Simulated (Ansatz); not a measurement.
Given:

Starting cell, ZrO2 (fluorite):

```
ZrO2
1.0
    0.00000     2.55794     2.55794
    2.55794     0.00000     2.55794
    2.55794     2.55794     0.00000
Zr O
1 2
Direct
  0.00000   0.00000   0.00000
  0.25000   0.25000   0.25000
  0.75000   0.75000   0.75000
```

A phonon eigenvector at Γ is frozen into this cell: atom i moves by Q times the vector below, so Q is the largest atomic displacement, in Å. The cell is held. It is one choice among 3 degenerate patterns.

```tsv
atom	x	y	z
O2	0.000	0.000	-1.000
O3	0.000	0.000	1.000
```

Atoms not listed stay in place.

Calculation: PBE (plane waves to 420 eV, PAW, scalar-relativistic; Ansatz, a program for electronic structure). k mesh 11×11×11 (Γ-centred), Fermi-Dirac smearing 0.05 eV. E stands for the smeared free energy. The PAW data are Ansatz's earlier set. This is a high-temperature form of ZrO2. ZrO2 is run without spin polarisation. ZrO2 was relaxed with its symmetry unable to fall. ΔE is measured from the undisplaced structure.

The scan covers Q from -0.280 to 0.280 Å in 13 points.

Is the energy the same for equal positive and negative displacements?

Even: the same for both signs.

Which space group does the distorted structure have?

Immm (No. 71), lowered from Fm-3m.

What is the energy change at Q = 0.280 Å?

1621 meV/cell.

What harmonic wavenumber does the curvature at Q = 0 give?

548 cm⁻¹.

(A displaced cell: forces are minus the slopes of the energy, force constants its curvatures, and phonons follow from these.)
